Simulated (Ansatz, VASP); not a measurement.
## Two plane-wave programs on SiO

Contents of INCAR:

```
SYSTEM = SiO
PREC = Accurate
ENCUT = 600
EDIFF = 1E-7
ISMEAR = -1
SIGMA = 0.05
LREAL = .FALSE.
LASPH = .TRUE.
NELM = 80
ALGO = Normal
ISIF = 3
LWAVE = .FALSE.
LCHARG = .FALSE.
GGA = PS
IVDW = 13
IBRION = 2
NSW = 60
EDIFFG = -0.01
```

KPOINTS

```
regular mesh
0
G
  9 9 9
  0 0 0
```

File POSCAR:

```
SiO
1.0
    2.8069700000      0.0000000000      0.0000000000
    0.0000000000      2.8069700000      0.0000000000
    0.0000000000      0.0000000000      2.8069700000
Si O
1 1
Direct
    0.0000000000      0.0000000000      0.0000000000
    0.5000000000      0.5000000000      0.5000000000
```

input.yaml

```yaml
crystal:
  lattice:
    - [2.80697, 0.0, 0.0]
    - [0.0, 2.80697, 0.0]
    - [0.0, 0.0, 2.80697]
  atoms:
    - { symbol: Si, position: [0.0, 0.0, 0.0] }
    - { symbol: O, position: [0.5, 0.5, 0.5] }
hamiltonian:
  xc: pbesol
  pseudopotentials: { kind: paw }
  dispersion: d4
kpoints:
  mp_grid: { grid: [9, 9, 9] }
scf:
  occupations: { method: fermi_dirac, width: 0.05 }
output:
  forces: true
  stress: true
  eigenvalues: true
relax:
  f_tol: 0.01
  max_steps: 40
  cell: { stress_tol: 0.05 }
```

The cell was built by a generator and needn't be a form met in nature.

Alike in both runs: task relaxation of cell and atoms; functional PBEsol; dispersion D4; k mesh 9 × 9 × 9; occupations fermi-dirac, width 0.05 eV; no spin polarisation.

```csv
,VASP,Ansatz
version,VASP 6.6.1,Ansatz 0.2.0
potentials or method,"VASP PAW PBE potentials, release 64 (Si, O)",Ansatz PAW
plane-wave cutoff (eV),600,420
valence electrons in the cell,10,10
```

Ansatz gave:

| Property | Result |
| --- | --- |
| gap on the k mesh at the Fermi level, each at its own relaxed structure (eV) | none |
| relaxed volume (Å³/atom) | 10.54 |
| relaxed cell length with the largest relative difference (Å) | 2.762 |
| energy change over the relaxation (meV/atom) | -11 |

Question: Estimate VASP's values.

Answer: gap on the k mesh at the Fermi level, each at its own relaxed structure (eV): none; relaxed volume (Å³/atom): 10.53; relaxed cell length with the largest relative difference (Å): 2.762; energy change over the relaxation (meV/atom): -11.

A gap of «none» marks a metal or a gap that the smearing closes.

Caveats: pairwise dispersion overbinds metals, which lowers pressure and volume; the PAW data sets were made with another functional, which shifts forces and pressure a little (VASP); the plane-wave basis is chosen anew once the cell has moved, so the energies of steps on either side of that aren't comparable (Ansatz); the pressure holds a Pulay correction of +0.6 GPa for the finite cutoff (Ansatz); the PAW data sets come from PBE, with cores solved anew for the run's functional, which leaves a small shift of forces and pressure (Ansatz).
